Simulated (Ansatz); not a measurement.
# InP: the cost of one run

Method: DFT PBEsol, scalar-relativistic, in Ansatz 0.2.0.

## Step 1: The starting structure

The structure is cubic, space group Fm-3m (No. 225). Conventional cell: a = 5.710 Å, b = 5.710 Å, c = 5.710 Å, α = 90.00°, β = 90.00°, γ = 90.00°. In (site symmetry m-3m) has 6 P at 2.85 Å as nearest neighbours. P (site symmetry m-3m) has 6 In at 2.85 Å as nearest neighbours.

Structure file:

```
In P
1.0
     0.00000    2.85500    2.85500
     2.85500    0.00000    2.85500
     2.85500    2.85500    0.00000
In P
1 1
Direct
  0.00000 0.00000 0.00000
  0.50000 0.50000 0.50000
```

Atoms are numbered in the order of the input: In1, P2.

## Step 2: The deformed structure

Space group Fm-3m before, I4/mmm after.

## Step 3: Full-potential LAPW

File input.yaml:

```yaml
crystal:
  lattice:
    - [0.0, 2.7979, 2.855]
    - [2.7979, 0.0, 2.855]
    - [2.7979, 2.7979, 0.0]
  atoms:
    - { symbol: In, position: [0.0, 0.0, 0.0] }
    - { symbol: P, position: [0.5, 0.5, 0.5] }
kpoints:
  mp_grid: { grid: [11, 11, 11] }
  band_path:
    path:
      - [0.0, 0.0, 0.0]
      - [0.0, 0.5, 0.5]
      - [0.25, 0.75, 0.5]
      - [0.0, 0.5, 0.0]
      - [0.0, 0.0, 0.0]
      - [0.5, 0.5, 0.0]
      - [0.37005, 0.62995, 0.0]
      - [-0.37005, 0.37005, 0.0]
      - [0.0, 0.0, 0.0]
    npoints: 5
scf:
  occupations: { method: fermi_dirac, width: 0.03 }
hamiltonian:
  xc: pbesol
  pseudopotentials: { kind: all_electron, lapw: { basis_error: 0.00025 } }
output:
  forces: true
  stress: true
  eigenvalues: true
```

Launch:

```bash
$ ansatz run input.yaml --threads 1 --pin off --max-ram 3072MiB --backend cpu --events-out ev --progress --plain --runs-dir out
```

What time and memory should one allow on 1 thread of Arm Neoverse V1, shared host?

About 33 s, with a peak of 0.5 GiB.
